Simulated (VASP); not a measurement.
## CaSe in VASP 6.6.1, single-point calculation

INCAR

```
EDIFF = 1E-7
ISMEAR = 2
LREAL = Auto
NELM = 82
SIGMA = 0.3
LCHARG = .FALSE.
IBRION = -1
ISIF = 2
LWAVE = .FALSE.
LASPH = .TRUE.
PREC = Accurate
AMIX = 0.05
NBANDS = 15
GGA = PE
ENCUT = 520
NSW = 0
```

KPOINTS

```
KPOINTS created by Atomic Simulation Environment
0
Gamma
8 8 8
0 0 0
```

POSCAR

```
Ca Se
 1.0000000000000000
     0.0000000000000000    2.9325182114000001    2.9794179578000000
     2.9325182114000001    0.0000000000000000    2.9794179578000000
     2.9325182114000001    2.9325182114000001    0.0000000000000000
 Ca  Se
   1   1
Cartesian
  0.0000000000000000  0.0000000000000000  0.0000000000000000
  2.9325182113999997  2.9325182113999997  2.9794179577999995
```

The recommended PBE PAW datasets give the neutral cell 16 valence electrons.

Command

```
mpirun -np 1 vasp_std
```

Q: How does this run end, and what does it give?

A: It converged. Results: gap between bands v and c on the k mesh 2.00 eV; least direct gap on the k mesh 2.91 eV; pressure 1.8 GPa. Band v is the last that the valence electrons fill when counted band by band, and c is the next.

OSZICAR

```
N       E                     dE             d eps       ncg     rms          rms(c)
DAV:   1     0.105489438566E+03    0.10549E+03   -0.75411E+03  1770   0.988E+02
DAV:   2    -0.488935846347E+01   -0.11038E+03   -0.10436E+03  2204   0.243E+02
DAV:   3    -0.936788031913E+01   -0.44785E+01   -0.44377E+01  2397   0.466E+01
DAV:   4    -0.961261106356E+01   -0.24473E+00   -0.24460E+00  2494   0.884E+00
DAV:   5    -0.961413292957E+01   -0.15219E-02   -0.15218E-02  2368   0.794E-01    0.425E+00
DAV:   6    -0.958215426221E+01    0.31979E-01   -0.49423E-03  2151   0.368E-01    0.400E+00
DAV:   7    -0.947509955710E+01    0.10705E+00   -0.48524E-01  2085   0.361E+00    0.176E+00
DAV:   8    -0.947703744512E+01   -0.19379E-02   -0.34895E-02  1963   0.158E+00    0.990E-01
DAV:   9    -0.947469903566E+01    0.23384E-02   -0.28472E-02  2141   0.148E+00    0.195E-01
DAV:  10    -0.947404051326E+01    0.65852E-03   -0.19738E-03  1897   0.432E-01    0.146E-01
DAV:  11    -0.947332078760E+01    0.71973E-03   -0.16618E-03  2050   0.417E-01    0.641E-02
DAV:  12    -0.947339751207E+01   -0.76724E-04   -0.26217E-04  2095   0.105E-01    0.560E-02
DAV:  13    -0.947343127305E+01   -0.33761E-04   -0.58255E-05  3022   0.663E-02    0.939E-02
DAV:  14    -0.947340810139E+01    0.23172E-04   -0.15058E-04  3214   0.104E-01    0.652E-03
DAV:  15    -0.947340843633E+01   -0.33494E-06   -0.21050E-06  2022   0.102E-02    0.336E-03
DAV:  16    -0.947340829026E+01    0.14607E-06   -0.76304E-08  1737   0.247E-03    0.276E-03
DAV:  17    -0.947340803409E+01    0.25617E-06   -0.23712E-07  2112   0.388E-03    0.622E-04
DAV:  18    -0.947340811528E+01   -0.81188E-07   -0.23525E-08   927   0.164E-03
   1 F= -.94734081E+01 E0= -.94735524E+01  d E =0.577108E-03
```

For comparison, a separate PBE run of the intended cell, on usual settings and not on those above, gives a gap of 2.00 eV on its mesh and a pressure of 1.8 GPa.
